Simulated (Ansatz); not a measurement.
Bulk crystal (Al) after relaxation:

```yaml
crystal:
  lattice:
    - [0.00000, 2.02031, 2.02031]
    - [2.02031, 0.00000, 2.02031]
    - [2.02031, 2.02031, 0.00000]
  atoms:
    - { symbol: Al, position: [0.00000, 0.00000, 0.00000] }
```

Miller indices refer to the conventional cell of Fm-3m (No. 225), a = 4.041 Å, b = 4.041 Å, c = 4.041 Å, α = 90.00°, β = 90.00°, γ = 90.00°.

The (111) slab of 5 planes, 9.3 Å thick with 15 Å of vacuum as cut; outer planes Al (top) and Al (bottom).

These are results of DFT PBE, scalar-relativistic, plane waves, PAW in Ansatz, not measurements. Settings: cutoff 420 eV, Γ-centred mesh 12×12×1 on the computed 5-atom cell, Gaussian smearing of 0.10 eV; no spin polarisation. The cell repeats along c with a dipole correction in the vacuum.

With the atoms at the bulk's places:

```
Surface energy (mean of both faces) : 0.85 J/m²
Work function                       : 4.15 eV
```

Question: What changes when all atoms relax within this surface cell and its symmetry?

Answer: The energy falls by 0.005 J/m² a face, and the largest move is 0.04 Å.

```json
{
 "Surface energy (mean of both faces)": "0.84 J/m²",
 "Work function": "4.13 eV"
}
```

| plane (bottom to top) | atoms | spacing to next, bulk (Å) | relaxed (Å) | change (%) |
| --- | --- | --- | --- | --- |
| 1 | Al | 2.333 | 2.367 | +1.5 |
| 2 | Al | 2.333 | 2.339 | +0.3 |
| 3 | Al | 2.333 | 2.339 | +0.3 |
| 4 | Al | 2.333 | 2.367 | +1.5 |
| 5 | Al |  |  |  |